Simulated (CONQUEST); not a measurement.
CsI under changes of volume

One of the cells (47.619 Å³/atom); the others are scaled copies at fixed shape and fractional positions:

```xyz
2
Lattice="4.5667 0.0000 0.0000 0.0000 4.5667 0.0000 0.0000 0.0000 4.5667" Properties=species:S:1:pos:R:3 pbc="T T T"
Cs    0.0000    0.0000    0.0000
I     2.2833    2.2833    2.2833
```

| Property | Result |
| --- | --- |
| Program | CONQUEST 1.3 |
| Functional | RPBE |
| Potentials or basis | PseudoDojo NC PBE, DZP, grid of 40 × 40 × 40 points |
| k mesh | 4 × 4 × 4 |
| Occupations | methfessel-paxton of order 2, width 0.1 eV |
| Spin | no spin polarisation |

| volume (Å³/atom) | energy over the lowest point (meV/atom) | pressure (GPa) | gap on the mesh (eV) |
| --- | --- | --- | --- |
| 44.762 | 68.09 | 3.0 | 4.24 |
| 45.714 | ? | ? | ? |
| 46.666 | 37.59 | 2.2 | 4.30 |
| 47.619 | 25.53 | 1.8 | 4.23 |
| 48.571 | 15.52 | 1.6 | 4.16 |
| 49.523 | 7.00 | 1.3 | 4.10 |
| 50.476 | 0.00 | 1.1 | 4.04 |

**Question.** What does the run at 45.714 Å³/atom give?

**Answer.** Energy over the lowest point 51.70 meV/atom; pressure 2.5 GPa; gap on the mesh 4.28 eV.

Worked out: A Birch-Murnaghan fit of order 3 (a polynomial in V^(-2/3)) to the other rows has no minimum within the range. It gives 51.64 meV/atom at 45.714 Å³/atom, against the run's 51.70, and -dE/dV = 2.6 GPa, against 2.5. A parabola through the other rows of the gap, of slope 0.285 eV per unit of ln V there, gives 4.27 eV, against the run's 4.28.

Caveats: the potentials were made for another functional, which shifts forces and pressure; spin-orbit coupling is left out, which moves the levels of the heavy elements; the basis of atomic orbitals isn't converged, which shifts pressures, moduli and gaps.

A mesh can miss the band edges.
